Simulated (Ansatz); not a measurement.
Relaxed bulk WS2, space group P-6m2 (No. 187):

```xyz
3
Lattice="3.1885 0.0000 0.0000 -1.5943 2.7613 0.0000 0.0000 0.0000 16.9507" Properties=species:S:1:pos:R:3 pbc="T T T"
W     0.0000    1.8409    0.0000
S     1.5943    0.9204   15.3797
S     1.5943    0.9204    1.5709
```

Theory: DFT PBE, scalar-relativistic, plane waves, PAW in Ansatz. Cutoff 420 eV, k spacing 0.19 to 0.25 Å⁻¹, dipole correction; no spin polarisation.

Slabs with different planes and terminations (top/bottom plane) are cut from it in 1×1 cells and relaxed. Each holds whole formula units counted by W and an excess Δn of S (negative: a deficit); ΔE is its energy over those formula units in the bulk and the excess in the standard state of S. The formation energy of WS2 is -2.493 eV a formula unit (uncorrected), so Δμ(S) runs from -1.247 eV to 0 if no other compound intervenes.

```
           slab A (Å²)  Δn(S)  ΔE (eV)
(001) W/W, W2S2    8.80  -2.00    7.012
(001) S/S, W2S4    8.80      0    0.000
```

(1) Work out each slab's surface energy at the S-rich and S-poor ends.

(2) Does the lowest surface change with the conditions?

Only the planes named were cut, so another facet can lie lower still. Reconstructions in larger cells weren't sought.

Results:

(1) γ = [ΔE − Δn·Δμ(S)]/(2A) × 16.02 J/m² per eV/Å², the mean of both faces:

```
           slab S-rich (J/m²) S-poor (J/m²)
(001) W/W, W2S2           6.38           4.11
(001) S/S, W2S4           0.00           0.00
```

(2) No: among these slabs (001) S/S, W2S4 is lowest at both ends, and since each γ is a straight line in Δμ, throughout the range.

The reference crystal is a form of WS2, which isn't its usual structure.